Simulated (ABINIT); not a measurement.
## MoP in ABINIT: convergence with pawecutdg

Input of the first run (pawecutdg 20 Ha); the others differ in this setting and in those tied to it:

File run.abi:

```
# Pseudopotentials
pp_dirpath "./"
pseudos "Mo.GGA_PBE-JTH.xml, P.GGA_PBE-JTH.xml"

# Structure
acell 3*1.0 Angstrom
rprim
     3.2230000000     0.0000000000     0.0000000000
    -1.6115000000     2.7911998764     0.0000000000
     0.0000000000     0.0000000000     3.1910000000
ntypat 2
znucl 42 15
natom 2
typat 1 2
xcart
     0.0000000000     0.0000000000     0.0000000000
    -0.0000000003     3.5164022172     3.0150580318

# Plane-wave basis
ecut 20.0
pawecutdg 20.0
pawxcdev 0

# k points
kptopt 1
ngkpt 10 10 8
nshiftk 1
shiftk 0.0 0.0 0.0

# Exchange and correlation
ixc 11

# Bands and occupations
nband 14
occopt 6
tsmear 0.05 eV

# SCF cycle
nstep 100
tolvrs 1.0e-9

# Output
iomode 3
prtwf 0
prtden 0
prteig 0
prtebands 0
```

Potentials or basis: JTH PAW PBE v2.0.

The run is started by

```sh
$ abinit run.abi > log 2>&1
```

Hardware: 1 thread of Arm Neoverse V1, on a shared host.

```tsv
pawecutdg	energy less the tightest run (meV/atom)	SCF cycles	CPU time (s)	peak memory (GiB)
20 Ha	0.23	10	25	0.11
20.6	0.23	10	24	0.1
24	0.14	10	25	0.11
30	0.08	10	25	0.11
36	0.01	10	25	0.11
44	0.02	10	25	0.12
54	0.02	10	26	0.12
66	0.00	10	25	0.13
```

Against the tightest run, the energy stays within 1 meV/atom from 20 Ha on. The tightest run that finished is the yardstick and may itself not be fully converged.
